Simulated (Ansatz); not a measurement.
**Rb: distorted cells**

Level of theory: Ansatz 0.2.0, DFT PBE, scalar-relativistic, plane waves, PAW.

Settings: cutoff 420 eV, Γ-centred mesh 10×10×10 on the computed 1-atom cell, Gaussian smearing of 0.10 eV; no spin polarisation.

Reference cell:

```
Rb
1.0
    -2.80600    2.80600    2.80600
     2.80600   -2.80600    2.80600
     2.80600    2.80600   -2.80600
Rb
1
Cartesian
  0.0000 0.0000 0.0000
```

Each variant moves atoms of this cell by the vectors given, if any (Å), and then applies a symmetric strain (tensor components, Cartesian axes). The reference cell isn't relaxed at this level. Energies are per atom at zero smearing, counted from the lowest variant. Pressure is positive in compression.

1. strain (xx yy zz yz xz xy, %) -1.98 -1.98 -1.98 0.00 0.00 0.00
2. strain (xx yy zz yz xz xy, %) -3.69 -3.69 -3.69 0.00 0.00 0.00
3. strain (xx yy zz yz xz xy, %) 0.64 0.64 0.64 0.00 0.00 0.00
4. strain (xx yy zz yz xz xy, %) -4.53 -3.26 -0.90 0.16 -1.04 0.49

| result | ΔE (meV/atom) | P (GPa) |
| --- | --- | --- |
| A | 18.2 | 0.53 |
| B | 7.0 | 0.31 |
| C | 12.3 | 0.42 |
| D | 0.0 | 0.04 |

Problem. Which variant gave which result?

Solution. A is 2, B is 1, C is 4, D is 3. The pressure falls as the cell grows: from the smallest volume to the largest the variants are 2, 4, 1, 3.